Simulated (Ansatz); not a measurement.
## Li(100) with 4 layers of random Li-Ti, 2x2: scattering by chemical disorder

Wanted: resistance against the alloy's length, first Li(100) with 4 layers of random Li-Ti, 2x2.

Method: Ansatz plane-wave DFT, PBE, PAW files; ballistic transport by layer matching (Landauer), zero bias; PAW set soft_1, in Ansatz 0.2.0.

### Step 1. Starting point

The cell holds 56 atoms: 48 Li and 8 Ti. Cell: a = 7.020 Å, b = 7.020 Å, c = 24.570 Å, α = 90.0°, β = 90.0°, γ = 90.0°. It derives from Li. Regions: lead, 40 atoms (40 Li); scattering region, 16 atoms (8 Ti and 8 Li). The structure is stacked along c, and the current runs across the ab planes.

### Step 2. With 4 alloy layers

In 4 layers a share of 0.5 of the sites is given to Ti at random. The layers about the cell's end stay perfect and serve as the lead. Disorder leaves little or no symmetry, which makes such runs dear. Energies from -0.05 to 0.05 eV in steps of 0.05 eV are too few for the program's thermal sum, so it prints no conductance; for a metal the transmission near the Fermi level serves, at a fraction of the cost.

input.yaml reads:

```yaml
crystal:
  lattice:
    - [7.02, 0.0, 0.0]
    - [0.0, 7.02, 0.0]
    - [0.0, 0.0, 24.57]
  atoms:
    - { symbol: Li, position: [0.0, 0.0, 0.0357142857] }
    - { symbol: Li, position: [0.0, 0.5, 0.0357142857] }
    - { symbol: Li, position: [0.5, 0.0, 0.0357142857] }
    - { symbol: Li, position: [0.5, 0.5, 0.0357142857] }
    - { symbol: Li, position: [0.25, 0.25, 0.1071428571] }
    - { symbol: Li, position: [0.25, 0.75, 0.1071428571] }
    - { symbol: Li, position: [0.75, 0.25, 0.1071428571] }
    - { symbol: Li, position: [0.75, 0.75, 0.1071428571] }
    - { symbol: Li, position: [0.0, 0.0, 0.1785714286] }
    - { symbol: Li, position: [0.0, 0.5, 0.1785714286] }
    - { symbol: Li, position: [0.5, 0.0, 0.1785714286] }
    - { symbol: Li, position: [0.5, 0.5, 0.1785714286] }
    - { symbol: Li, position: [0.25, 0.25, 0.25] }
    - { symbol: Li, position: [0.25, 0.75, 0.25] }
    - { symbol: Li, position: [0.75, 0.25, 0.25] }
    - { symbol: Li, position: [0.75, 0.75, 0.25] }
    - { symbol: Li, position: [0.0, 0.0, 0.3214285714] }
    - { symbol: Li, position: [0.0, 0.5, 0.3214285714] }
    - { symbol: Li, position: [0.5, 0.0, 0.3214285714] }
    - { symbol: Li, position: [0.5, 0.5, 0.3214285714] }
    - { symbol: Ti, position: [0.25, 0.25, 0.3928571429] }
    - { symbol: Li, position: [0.25, 0.75, 0.3928571429] }
    - { symbol: Li, position: [0.75, 0.25, 0.3928571429] }
    - { symbol: Li, position: [0.75, 0.75, 0.3928571429] }
    - { symbol: Ti, position: [0.0, 0.0, 0.4642857143] }
    - { symbol: Li, position: [0.0, 0.5, 0.4642857143] }
    - { symbol: Ti, position: [0.5, 0.0, 0.4642857143] }
    - { symbol: Ti, position: [0.5, 0.5, 0.4642857143] }
    - { symbol: Ti, position: [0.25, 0.25, 0.5357142857] }
    - { symbol: Li, position: [0.25, 0.75, 0.5357142857] }
    - { symbol: Li, position: [0.75, 0.25, 0.5357142857] }
    - { symbol: Li, position: [0.75, 0.75, 0.5357142857] }
    - { symbol: Ti, position: [0.0, 0.0, 0.6071428571] }
    - { symbol: Ti, position: [0.0, 0.5, 0.6071428571] }
    - { symbol: Li, position: [0.5, 0.0, 0.6071428571] }
    - { symbol: Ti, position: [0.5, 0.5, 0.6071428571] }
    - { symbol: Li, position: [0.25, 0.25, 0.6785714286] }
    - { symbol: Li, position: [0.25, 0.75, 0.6785714286] }
    - { symbol: Li, position: [0.75, 0.25, 0.6785714286] }
    - { symbol: Li, position: [0.75, 0.75, 0.6785714286] }
    - { symbol: Li, position: [0.0, 0.0, 0.75] }
    - { symbol: Li, position: [0.0, 0.5, 0.75] }
    - { symbol: Li, position: [0.5, 0.0, 0.75] }
    - { symbol: Li, position: [0.5, 0.5, 0.75] }
    - { symbol: Li, position: [0.25, 0.25, 0.8214285714] }
    - { symbol: Li, position: [0.25, 0.75, 0.8214285714] }
    - { symbol: Li, position: [0.75, 0.25, 0.8214285714] }
    - { symbol: Li, position: [0.75, 0.75, 0.8214285714] }
    - { symbol: Li, position: [0.0, 0.0, 0.8928571429] }
    - { symbol: Li, position: [0.0, 0.5, 0.8928571429] }
    - { symbol: Li, position: [0.5, 0.0, 0.8928571429] }
    - { symbol: Li, position: [0.5, 0.5, 0.8928571429] }
    - { symbol: Li, position: [0.25, 0.25, 0.9642857143] }
    - { symbol: Li, position: [0.25, 0.75, 0.9642857143] }
    - { symbol: Li, position: [0.75, 0.25, 0.9642857143] }
    - { symbol: Li, position: [0.75, 0.75, 0.9642857143] }
kpoints:
  mp_grid: { grid: [3, 3, 1] }
hamiltonian:
  xc: pbe
  pseudopotentials: { kind: paw, azcp: { folder: soft_1 } }
scf:
  occupations: { method: fermi_dirac, width: 0.1 }
output:
  transmission: { leads: [[0, 4]], kmesh: [6, 6], e_range: [-0.05, 0.05], de: 0.05 }
  write_potential: true
  write_density: true
  volumetric_format: npy
```

On the command line:

```bash
ansatz run input.yaml --threads 4 --pin off --max-ram 15360MiB --backend cpu --events-out ev --progress --plain --runs-dir out
```

Numbers of over 12 decimals in the logs are rounded to 6 here.

The program printed:

```text
Engine: ansatz 0.2.0, x86_64-unknown-linux-gnu
Pseudopotentials: kind: paw
Pseudopotential: Li, paw, valence charge 3, recommended cutoff 420 eV (normal), soft_1/Li.paw.azcp
Pseudopotential: Ti, paw, valence charge 12, recommended cutoff 420 eV (normal), soft_1/Ti.paw.azcp
Functional definition: PBE
  parameter kappa = 0.804
  parameter beta = 0.066725
  exchange = pbe_x(kappa = kappa, mu = beta*pi^2/3)
  correlation = pbe_c(beta = beta)
Crystal: 56 atoms, lattice volume = 1210.819 Å³
Basis set: ecut = 420 eV, 23719 PW (Γ)
Bands: 176, of which v1, the nominal top of the filled ones, is band 120 counted from 1 (119 counted from 0)
Symmetry: 2 space group operations
Space group: Cm (ITA 8), of the structure as read, at distance tolerance 1.1e-4 Å
k-points: 4 of 9 (time reversal used)
Non-local potential: Li, projectors of the file, l = 0: 3, l = 1: 2, l = 2: 1
Non-local potential: Ti, projectors of the file, l = 0: 3, l = 1: 2, l = 2: 3, l = 3: 1
PAW form: soft (Blöchl's): semilocal exchange-correlation on the pseudo side does not see the compensation charge
PAW one-centre angular grid: Li, 110 points (default); XC on 96 Gauss nodes
PAW one-centre angular grid: Ti, 590 points (default); XC on 64 Gauss nodes
Initial density: superposition of atomic densities (chi_scale 0.1, normalization cell, long waves of neutral atoms (reshape's long-wave potential 4.63 eV rms, cloud 2.88 Å wide))
Initial wavefunctions: pseudopotential atomic-orbital guess
Functional: x = pbe(κ = 0.804, μ = 0.219515), c = pbe(β = 0.066725)
SCF iter   1: F=—  HF=-29822.946460 eV  |F-HF|=—  |Δ(HF+E_count)|=         —  Δρ=5.96e-2  dr2=2.44e2  ethr=3.10e-3  ⟨swp⟩=12.2  Hψ=3999  notcnv=0
preconditioner: auto → Kerker (q_TF=auto, 2.083 Å⁻¹)  [metal: Δε(μ)=0.033 eV  Ē_g=3.003 eV  σ=0.100 eV  W_gap=0.08  n_scr=204 (ndim 8)  ℏωp=9.5 eV  f_vac=0.000  D(μ)=41.27/eV (n_scr^D=302)]
SCF iter   2: F=—  HF=-29813.720356 eV  |F-HF|=—  |Δ(HF+E_count)|=    9.23e0  Δρ=2.14e-2  dr2=1.23e1  ethr=3.10e-3  ⟨swp⟩=3.2  Hψ=1299  notcnv=0  defer=5
SCF iter   3: F=—  HF=-29812.494591 eV  |F-HF|=—  |Δ(HF+E_count)|=    1.23e0  Δρ=4.89e-3  dr2=6.22e0  ethr=3.10e-3  ⟨swp⟩=2.5  Hψ=1001  notcnv=0  defer=4
SCF iter   4: F=—  HF=-29812.441816 eV  |F-HF|=—  |Δ(HF+E_count)|=   5.28e-2  Δρ=5.24e-3  dr2=8.07e-1  ethr=2.59e-3  ⟨swp⟩=2.8  Hψ=912  notcnv=0  defer=2
SCF iter   5: F=—  HF=-29812.393441 eV  |F-HF|=—  |Δ(HF+E_count)|=   4.84e-2  Δρ=3.18e-3  dr2=4.87e-1  ethr=3.36e-4  ⟨swp⟩=1.8  Hψ=736  notcnv=0
SCF iter   6: F=—  HF=-29812.374369 eV  |F-HF|=—  |Δ(HF+E_count)|=   1.91e-2  Δρ=3.50e-4  dr2=3.47e-3  ethr=2.03e-4  ⟨swp⟩=1.8  Hψ=708  notcnv=0
SCF iter   7: F=—  HF=-29812.376153 eV  |F-HF|=—  |Δ(HF+E_count)|=   1.78e-3  Δρ=4.24e-4  dr2=7.69e-3  ethr=1.44e-6  ⟨swp⟩=2.0  Hψ=909  notcnv=0
SCF iter   8: F=—  HF=-29812.375844 eV  |F-HF|=—  |Δ(HF+E_count)|=   3.08e-4  Δρ=1.29e-4  dr2=8.73e-4  ethr=1.44e-6  ⟨swp⟩=2.0  Hψ=808  notcnv=0
SCF iter   9: F=—  HF=-29812.375820 eV  |F-HF|=—  |Δ(HF+E_count)|=   2.40e-5  Δρ=4.99e-5  dr2=7.37e-5  ethr=3.64e-7  ⟨swp⟩=1.0  Hψ=704  notcnv=0
SCF iter  10: F=—  HF=-29812.376028 eV  |F-HF|=—  |Δ(HF+E_count)|=   2.07e-4  Δρ=8.63e-6  dr2=3.24e-6  ethr=3.07e-8  ⟨swp⟩=2.0  Hψ=773  notcnv=0
SCF iter  11: F=-29812.376028 eV  HF=-29812.376028 eV  |F-HF|=2.38e-8  |Δ(HF+E_count)|=   3.41e-9  Δρ=1.45e-6  dr2=4.51e-8  ethr=4.17e-11  ⟨swp⟩=8.0  Hψ=2219  notcnv=0
SCF 1 converged in 11 iterations: F = -29812.376028 eV  dr2 = 4.51e-8
  greatest PAW one-centre occupation: 1.000 electrons in one spin orbital (limit 2), on the Li atom at site 31 (counted from 0), in its partial waves of l = 0
transmission: 45 of 416 steps passed
transmission: 90 of 416 steps passed
[...]
transmission: 416 of 416 steps passed
SCF converged after 11 iterations
Free energy (F): -29812.376028 eV
Harris-Foulkes:  -29812.376028 eV  (|F-HF|=2.38e-8)
Internal energy: -29810.671036 eV  (E = F + TS)
E sigma→0 (E₀):  -29811.523532 eV
Entropy (-TS):   -1.704992 eV (-30.446 meV/atom)
Fermi energy:    2.045865 eV
--- Per-component energies (eV) ---
  E_band       = -6582.093786
  E_kinetic    = 2952.931488
  E_local      = -37863.791664  (includes V_loc(G=0)·N_el)
  E_nonlocal   = -460.811734
  E_hartree    = 16321.856456
  E_xc         = -1298.091859
  E_vxc        = -1637.708911  (∫ρ·V_xc dr)
  E_paw        = -9487.519919  (= ΣΔE_a)
  E_vpaw       = -2216.447520  (= ΣTr[D̂ρ^β])
  E_aug_tail   = 0.011642  (compensation charges beyond the density's cutoff)
  E_ewald      = 24.744554
  E_smearing   = -1.704992  (= −TS)
  E_closure    = 0.000000  (closes the sum)
  Σ components = -29812.376028   (vs F -29812.376028, Δ=0.00e0)
--- Band table (eV) ---
  k-point 0: bands = [... 116 lower, 1.8645, 1.8832, 1.9751, 2.0283, 2.0395, 2.0700, 2.1434, 2.2261, ... 52 higher]
  k-point 1: bands = [... 116 lower, 1.9178, 1.9274, 1.9389, 1.9704, 2.0460, 2.0760, 2.1228, 2.1521, ... 52 higher]
  k-point 2: bands = [... 116 lower, 1.9483, 1.9627, 2.0305, 2.0539, 2.0774, 2.1428, 2.1627, 2.1954, ... 52 higher]
  k-point 3: bands = [... 116 lower, 1.9229, 1.9894, 1.9949, 2.0762, 2.0809, 2.1525, 2.1661, 2.2249, ... 52 higher]
--- Transmission ---
  basis      : 437 plane waves across, 32 finite elements along
  points     : 13, standing for a mesh of 6 x 6
  energies   : 3 from -0.050000 to 0.050000 eV about the Fermi level, 0.050000 eV apart; the leads are filled to 0.000000 eV, and channels, transmission and decay are at 0.000000 eV
  crystal 0  : Li4, at the sites [0, 4], period 1.7550 Å, over 17.55 Å; its Hamiltonian steps by up to 15.7 meV
    offset         : up to 0.0000 Å between an atom of the period and one for which it stands
    channels       : 4.916667e0 a spin
    conductance    : none, the energies end too early or step too widely for 300 K: set another output.transmission.e_range or a lower de, or, where they end at an eighth of basis.ecutwfc, a higher one
  junction   : crystal 0 to crystal 0, 0.70 to 23.51 Å
    transmission   : 1.572487e0 a spin
    conductance    : none, the energies end too early or step too widely for 300 K: set another output.transmission.e_range or a lower de, or, where they end at an eighth of basis.ecutwfc, a higher one
```

It took 5.4 min on 4 threads of Intel Xeon Platinum 8259CL at 2.50GHz (Skylake/Cascade Lake), shared host; peak memory 3.5 GiB; 17 min of CPU time.

Reading the cycles: dr2 is the Hartree energy of the density residual (eV), the measure of convergence; HF is the Harris–Foulkes estimate of the energy, which meets the free energy F at convergence.

This step gave:

```yaml
free_energy: -29812.3760 eV
energy_at_zero_smearing: -29811.5235 eV
fermi_energy: 2.046 eV
cell_area: 49.28 Å²
transmission_per_spin_nearest_the_fermi_level: 1.572
open_channels_per_spin_nearest_the_fermi_level: 4.917
step_of_the_lead_s_potential: 15.7 meV
```

Per spin. Table of transmission, zone mean by energy, zero at the Fermi level:

```csv
energy (eV),"transmission, zone mean"
-0.0500,1.44
0.0000,1.57
0.0500,1.69
```

Per spin. The open channels, zone mean, lead by energy, zero at the Fermi level:

```
energy (eV)  open channels, zone mean, lead
    -0.0500                            4.69
     0.0000                            4.92
     0.0500                            4.92
```

Transmission over k1 and k2. At 0.0000 eV from the Fermi level.

Ten even steps from '0' (0.82) to '9' (2.10):
```
456944
967314
893039
941376
444965
149894
```
Columns: k1 (b1) from -0.5 to 0.333; rows upwards: k2 (b2) from -0.5 to 0.333.

Open channels over k1 and k2. At 0.0000 eV from the Fermi level.

Ten even steps from '0' (4.00) to '9' (6.00):
```
005950
059595
995559
059595
005950
000900
```
Columns: k1 (b1) from -0.5 to 0.333; rows upwards: k2 (b2) from -0.5 to 0.333.

Over the solved energies the transmission per spin lies between 1.44 and 1.69, out of 4.84 channels of the lead on average (up to 4.92).

### Step 3. With 8 alloy layers

In 8 layers a share of 0.5 of the sites is given to Ti at random. A fresh draw is used; the growth of the resistance with length is what counts.

System of this step: Li(100) with 8 layers of random Li-Ti, 2x2. The cell holds 72 atoms: 56 Li and 16 Ti. Cell: a = 7.020 Å, b = 7.020 Å, c = 31.590 Å, α = 90.0°, β = 90.0°, γ = 90.0°. It derives from Li. Regions: lead, 40 atoms (40 Li); scattering region, 32 atoms (16 Li and 16 Ti). The structure is stacked along c, and the current runs across the ab planes.

input.yaml reads:

```yaml
crystal:
  lattice:
    - [7.02, 0.0, 0.0]
    - [0.0, 7.02, 0.0]
    - [0.0, 0.0, 31.59]
  atoms:
    - { symbol: Li, position: [0.0, 0.0, 0.0277777778] }
    - { symbol: Li, position: [0.0, 0.5, 0.0277777778] }
    - { symbol: Li, position: [0.5, 0.0, 0.0277777778] }
    - { symbol: Li, position: [0.5, 0.5, 0.0277777778] }
    - { symbol: Li, position: [0.25, 0.25, 0.0833333333] }
    - { symbol: Li, position: [0.25, 0.75, 0.0833333333] }
    - { symbol: Li, position: [0.75, 0.25, 0.0833333333] }
    - { symbol: Li, position: [0.75, 0.75, 0.0833333333] }
    - { symbol: Li, position: [0.0, 0.0, 0.1388888889] }
    - { symbol: Li, position: [0.0, 0.5, 0.1388888889] }
    - { symbol: Li, position: [0.5, 0.0, 0.1388888889] }
    - { symbol: Li, position: [0.5, 0.5, 0.1388888889] }
    - { symbol: Li, position: [0.25, 0.25, 0.1944444444] }
    - { symbol: Li, position: [0.25, 0.75, 0.1944444444] }
    - { symbol: Li, position: [0.75, 0.25, 0.1944444444] }
    - { symbol: Li, position: [0.75, 0.75, 0.1944444444] }
    - { symbol: Li, position: [0.0, 0.0, 0.25] }
    - { symbol: Li, position: [0.0, 0.5, 0.25] }
    - { symbol: Li, position: [0.5, 0.0, 0.25] }
    - { symbol: Li, position: [0.5, 0.5, 0.25] }
    - { symbol: Li, position: [0.25, 0.25, 0.3055555556] }
    - { symbol: Li, position: [0.25, 0.75, 0.3055555556] }
    - { symbol: Li, position: [0.75, 0.25, 0.3055555556] }
    - { symbol: Ti, position: [0.75, 0.75, 0.3055555556] }
    - { symbol: Ti, position: [0.0, 0.0, 0.3611111111] }
    - { symbol: Li, position: [0.0, 0.5, 0.3611111111] }
    - { symbol: Ti, position: [0.5, 0.0, 0.3611111111] }
    - { symbol: Li, position: [0.5, 0.5, 0.3611111111] }
    - { symbol: Ti, position: [0.25, 0.25, 0.4166666667] }
    - { symbol: Ti, position: [0.25, 0.75, 0.4166666667] }
    - { symbol: Li, position: [0.75, 0.25, 0.4166666667] }
    - { symbol: Ti, position: [0.75, 0.75, 0.4166666667] }
    - { symbol: Li, position: [0.0, 0.0, 0.4722222222] }
    - { symbol: Li, position: [0.0, 0.5, 0.4722222222] }
    - { symbol: Li, position: [0.5, 0.0, 0.4722222222] }
    - { symbol: Ti, position: [0.5, 0.5, 0.4722222222] }
    - { symbol: Ti, position: [0.25, 0.25, 0.5277777778] }
    - { symbol: Ti, position: [0.25, 0.75, 0.5277777778] }
    - { symbol: Ti, position: [0.75, 0.25, 0.5277777778] }
    - { symbol: Ti, position: [0.75, 0.75, 0.5277777778] }
    - { symbol: Li, position: [0.0, 0.0, 0.5833333333] }
    - { symbol: Li, position: [0.0, 0.5, 0.5833333333] }
    - { symbol: Ti, position: [0.5, 0.0, 0.5833333333] }
    - { symbol: Ti, position: [0.5, 0.5, 0.5833333333] }
    - { symbol: Ti, position: [0.25, 0.25, 0.6388888889] }
    - { symbol: Li, position: [0.25, 0.75, 0.6388888889] }
    - { symbol: Li, position: [0.75, 0.25, 0.6388888889] }
    - { symbol: Li, position: [0.75, 0.75, 0.6388888889] }
    - { symbol: Li, position: [0.0, 0.0, 0.6944444444] }
    - { symbol: Li, position: [0.0, 0.5, 0.6944444444] }
    - { symbol: Ti, position: [0.5, 0.0, 0.6944444444] }
    - { symbol: Ti, position: [0.5, 0.5, 0.6944444444] }
    - { symbol: Li, position: [0.25, 0.25, 0.75] }
    - { symbol: Li, position: [0.25, 0.75, 0.75] }
    - { symbol: Li, position: [0.75, 0.25, 0.75] }
    - { symbol: Li, position: [0.75, 0.75, 0.75] }
    - { symbol: Li, position: [0.0, 0.0, 0.8055555556] }
    - { symbol: Li, position: [0.0, 0.5, 0.8055555556] }
    - { symbol: Li, position: [0.5, 0.0, 0.8055555556] }
    - { symbol: Li, position: [0.5, 0.5, 0.8055555556] }
    - { symbol: Li, position: [0.25, 0.25, 0.8611111111] }
    - { symbol: Li, position: [0.25, 0.75, 0.8611111111] }
    - { symbol: Li, position: [0.75, 0.25, 0.8611111111] }
    - { symbol: Li, position: [0.75, 0.75, 0.8611111111] }
    - { symbol: Li, position: [0.0, 0.0, 0.9166666667] }
    - { symbol: Li, position: [0.0, 0.5, 0.9166666667] }
    - { symbol: Li, position: [0.5, 0.0, 0.9166666667] }
    - { symbol: Li, position: [0.5, 0.5, 0.9166666667] }
    - { symbol: Li, position: [0.25, 0.25, 0.9722222222] }
    - { symbol: Li, position: [0.25, 0.75, 0.9722222222] }
    - { symbol: Li, position: [0.75, 0.25, 0.9722222222] }
    - { symbol: Li, position: [0.75, 0.75, 0.9722222222] }
kpoints:
  mp_grid: { grid: [3, 3, 1] }
hamiltonian:
  xc: pbe
  pseudopotentials: { kind: paw, azcp: { folder: soft_1 } }
scf:
  occupations: { method: fermi_dirac, width: 0.1 }
output:
  transmission: { leads: [[0, 4]], kmesh: [6, 6], e_range: [-0.05, 0.05], de: 0.05 }
  write_potential: true
  write_density: true
  volumetric_format: npy
```

The program printed:

```text
[...]
Crystal: 72 atoms, lattice volume = 1556.768 Å³
Basis set: ecut = 420 eV, 30501 PW (Γ)
Bands: 252, of which v1, the nominal top of the filled ones, is band 180 counted from 1 (179 counted from 0)
Symmetry: 1 space group operations
[...]
k-points: 5 of 9 (time reversal used)
[...]
SCF iter   1: F=—  HF=-51452.307330 eV  |F-HF|=—  |Δ(HF+E_count)|=         —  Δρ=5.23e-2  dr2=1.18e2  ethr=3.10e-3  ⟨swp⟩=11.8  Hψ=7047  notcnv=0
[...]
SCF iter  13: F=-51440.803961 eV  HF=-51440.803961 eV  |F-HF|=7.38e-9  |Δ(HF+E_count)|=   9.55e-9  Δρ=5.22e-7  dr2=9.27e-9  ethr=2.78e-11  ⟨swp⟩=2.0  Hψ=2205  notcnv=0
SCF 1 converged in 13 iterations: F = -51440.803961 eV  dr2 = 9.27e-9
[...]
transmission: 81 of 800 steps passed
transmission: 165 of 800 steps passed
[...]
transmission: 800 of 800 steps passed
SCF converged after 13 iterations
Free energy (F): -51440.803961 eV
[...]
Internal energy: -51438.183814 eV  (E = F + TS)
E sigma→0 (E₀):  -51439.493887 eV
Entropy (-TS):   -2.620147 eV (-36.391 meV/atom)
Fermi energy:    2.772142 eV
[...]
--- Band table (eV; the first three rows and the last of 5) ---
  k-point 0: bands = [... 176 lower, 2.6868, 2.7352, 2.7457, 2.8163, 2.8198, 2.8596, 2.8753, 2.9352, ... 68 higher]
  k-point 1: bands = [... 176 lower, 2.6865, 2.6919, 2.7341, 2.7513, 2.7659, 2.7906, 2.8058, 2.8385, ... 68 higher]
  k-point 2: bands = [... 176 lower, 2.6875, 2.7081, 2.7173, 2.7356, 2.7587, 2.7826, 2.8120, 2.8338, ... 68 higher]
  k-point 4: bands = [... 176 lower, 2.6845, 2.7328, 2.7417, 2.7720, 2.7985, 2.8150, 2.8506, 2.8696, ... 68 higher]
--- Transmission ---
  basis      : 437 plane waves across, 40 finite elements along
  points     : 20, standing for a mesh of 6 x 6
[...]
channels       : 4.861111e0 a spin
[...]
junction   : crystal 0 to crystal 0, 0.70 to 30.53 Å
    transmission   : 1.237949e0 a spin
[...]
```

The job ended after 12 min (4 threads; peak memory 7 GiB).

This step gave:

```yaml
free_energy: -51440.8040 eV
energy_at_zero_smearing: -51439.4939 eV
fermi_energy: 2.772 eV
transmission_per_spin_nearest_the_fermi_level: 1.238
open_channels_per_spin_nearest_the_fermi_level: 4.861
step_of_the_lead_s_potential: 14.5 meV
```

Per spin. The transmission, zone mean by energy, zero at the Fermi level:

```csv
energy (eV),"transmission, zone mean"
-0.0500,1.27
0.0000,1.24
0.0500,1.21
```

Over the solved energies the transmission per spin lies between 1.21 and 1.27, out of 4.82 channels of the lead on average (up to 4.92).

(Part 1 of 2 ends here.)

[Logs are printed without paths, hosts, clocks, repeated set-up lines and the standing remarks that a program may print on its own settings, such as how far it seeks lower states.]

[Hosts, paths, dates, database ids (printed as entryN), source tags and the programs' standing remarks are cut or masked in the printed files.]
